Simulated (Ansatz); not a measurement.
The calculation used DFT, revPBE, plane waves (420 eV) with PAW, scalar-relativistic in Ansatz 0.2.0. The PAW files were generated under PBE, with cores re-solved for the functional.

An element in the bcc structure gives this curve. The cell is scaled uniformly from the relaxed one, with fractional coordinates and shape fixed. Energies are extrapolated to zero smearing, pressures are those at the given smearing. Magnetic state: spin not included.

```json
{"V (Å³/atom)": "15.589", "E − E₀ (meV/atom)": "89.8", "P (GPa)": "15.91"}
{"V (Å³/atom)": "16.298", "E − E₀ (meV/atom)": "35.9", "P (GPa)": "9.63"}
{"V (Å³/atom)": "17.007", "E − E₀ (meV/atom)": "7.4", "P (GPa)": "4.38"}
{"V (Å³/atom)": "17.715", "E − E₀ (meV/atom)": "0.1", "P (GPa)": "-0.01"}
{"V (Å³/atom)": "18.424", "E − E₀ (meV/atom)": "10.6", "P (GPa)": "-3.69"}
{"V (Å³/atom)": "19.132", "E − E₀ (meV/atom)": "35.9", "P (GPa)": "-6.76"}
{"V (Å³/atom)": "19.841", "E − E₀ (meV/atom)": "73.6", "P (GPa)": "-9.32"}
```

(1) Which element is it?
A. titanium
B. gold
C. niobium
D. arsenic

## Answers

(1) A. Its fit is V₀ = 17.63 Å³/atom, B₀ = 102 GPa, B₀′ = 3.5.
